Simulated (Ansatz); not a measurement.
Space group Pm-3m (No. 221). a = 2.983 Å, b = 2.983 Å, c = 2.983 Å, α = 90.00°, β = 90.00°, γ = 90.00°
| atom | site | symmetry | x | y | z |
| --- | --- | --- | --- | --- | --- |
| Al | 1a | m-3m | 0.0000 | 0.0000 | 0.0000 |
| Ru | 1b | m-3m | 0.5000 | 0.5000 | 0.5000 |

Equation of state of this AlRu structure (not necessarily the ground state), with shape and atoms relaxed at each volume where symmetry leaves them free. It has no gap at any of these volumes. All numbers below come from Ansatz, DFT r2SCAN, scalar-relativistic, plane waves, PAW.

Plane waves to 500 eV, a k mesh through Γ of 14×14×14 on the computed 2-atom cell and Gaussian smearing (0.10 eV); no spin polarisation.

| V (Å³/atom) | E − E(largest V) (meV/atom) | P (GPa) |
| --- | --- | --- |
| 11.675 | 87.16 | 37.16 |
| 12.073 | 9.83 | 25.50 |
| 12.471 | -40.80 | 15.60 |
| 12.869 | -68.71 | 7.17 |
| 13.267 | -77.28 | -0.01 |
| 13.665 | -69.38 | -6.12 |
| 14.063 | -47.46 | -11.32 |
| 14.593 | 0.00 | -17.07 |

Task: Fit a third-order Birch–Murnaghan equation to E(V).

Result: V0 = 13.26 Å³/atom, B0 = 220 GPa, B0' = 4.3.